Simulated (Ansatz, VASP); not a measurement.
Given: the input of a run of VASP 6.6.1 on Hf2N. The cell comes from a database or a generator and needn't be the stable form of this composition.

File INCAR:

```
PREC = Accurate
ENCUT = 600
EDIFF = 1E-6
ISMEAR = -1
SIGMA = 0.05
LREAL = F
LASPH = T
NELM = 80
ALGO = Normal
ISIF = 3
LWAVE = F
LCHARG = F
GGA = B5
ALDAX = 1.0
AGGAX = 1.0
AGGAC = 1.0
ALDAC = 0.0
IBRION = 2
NSW = 60
EDIFFG = -0.02
```

The input KPOINTS:

```
Automatic mesh
0
Gamma
  10 10 5
```

Contents of POSCAR:

```
Hf2N
1.0
    3.0801700000      0.0000000000      0.0000000000
   -1.5400800000      2.6675000000      0.0000000000
    0.0000000000      0.0000000000      5.8821000000
Hf N
2 1
Direct
    0.0000000000      0.0000000000      0.7474300000
    0.0000000000      0.0000000000      0.2525700000
    0.6666700000      0.3333300000      0.5000000000
```

Potentials or basis: VASP PAW PBE potentials, release 64 (Hf_pv, N).

Run with:

```bash
$ cat potpaw_PBE.64/Hf_pv/POTCAR potpaw_PBE.64/N/POTCAR > POTCAR
$ mpirun -np 1 vasp_std > vasp.out
```

Question: Set up the same calculation for Ansatz 0.2.0. Potentials or basis there: Ansatz PAW, cutoff 420 eV.

Answer: As run (cutoffs and basis follow the program's own potentials, and thresholds, step limits or extra output files can differ):

The input input.yaml:

```yaml
crystal:
  lattice:
    - [3.08017, 0.0, 0.0]
    - [-1.54008, 2.6675, 0.0]
    - [0.0, 0.0, 5.8821]
  atoms:
    - { symbol: Hf, position: [0.0, 0.0, 0.74743] }
    - { symbol: Hf, position: [0.0, 0.0, 0.25257] }
    - { symbol: "N", position: [0.66667, 0.33333, 0.5] }
hamiltonian:
  xc: blyp
  pseudopotentials: { kind: paw }
kpoints:
  mp_grid: { grid: [10, 10, 5] }
scf:
  occupations: { method: fermi_dirac, width: 0.05 }
output:
  forces: true
  stress: true
  eigenvalues: true
relax:
  f_tol: 0.01
  max_steps: 40
  cell: { stress_tol: 0.05 }
```

Potentials or basis: Ansatz PAW.

Command:

```console
$ ansatz run input.yaml --threads 2 --pin off --max-ram 5632MiB --backend cpu --events-out ev --progress --plain --runs-dir out
```

Both were run:

|  | VASP | Ansatz |
| --- | --- | --- |
| Relaxed volume | 16.61 Å³/atom | 16.67 Å³/atom |
| Relaxed cell | a = 3.114 Å, b = 3.114 Å, c = 5.932 Å, α = 90.00°, β = 90.00°, γ = 120.00° | a = 3.116 Å, b = 3.116 Å, c = 5.948 Å, α = 90.00°, β = 90.00°, γ = 120.00° |
| Space group after relaxing | P-6m2 (No. 187) | P-6m2 (No. 187) |
| Pressure after relaxing | 0.0 GPa | 0.0 GPa |

Ansatz's pressure holds a Pulay term of +0.25 GPa for its cutoff of 420 eV, which the other run lacks.

The potentials hold 25 and 57 valence electrons a cell.

VASP's potentials were made for PBE. Ansatz's potentials were made for PBE.

Where Ansatz's input types no cutoff or centring, it takes its own default and a Γ-centred mesh.

Pressure is positive in compression.
